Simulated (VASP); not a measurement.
Here is a VASP 6.6.1 calculation.

INCAR

```
  PREC = Accurate
  ENCUT = 520
  EDIFF = 1E-6
  ISMEAR = 0
  SIGMA = 0.1
  LREAL = F
  LASPH = T
  NELM = 100
  ALGO = Fast
  ISIF = 2
  LWAVE = F
  LCHARG = F
  GGA = PE
  NBANDS = 20
```

KPOINTS

```
regular mesh
0
Gamma
  4 4 4
```

Contents of POSCAR:

```
Al2P
1.0
    0.0000000000      3.7314168300      3.7314168300
    3.7314168300      0.0000000000      3.7314168300
    3.7314168300      3.7314168300      0.0000000000
Al P
4 2
Direct
    0.1250000000      0.6250000000      0.6250000000
    0.6250000000      0.6250000000      0.1250000000
    0.6250000000      0.1250000000      0.6250000000
    0.6250000000      0.6250000000      0.6250000000
    0.0000000000      0.0000000000      0.0000000000
    0.2500000000      0.2500000000      0.2500000000
```

Potentials or basis: VASP PAW PBE potentials, release 64 (Al, P).

The run is started by

```sh
$ cat potpaw_PBE.64/Al/POTCAR potpaw_PBE.64/P/POTCAR > POTCAR
$ mpirun -np 1 vasp_std > vasp.out
```

(1) Predict the pressure.

(2) Predict the band gap on the k mesh.

## Answers

(1) -1.1 GPa.

(2) none (metal or under the smearing width).

Caveat: the k mesh is coarse (spacing up to 0.36 Å⁻¹), so the values aren't converged.
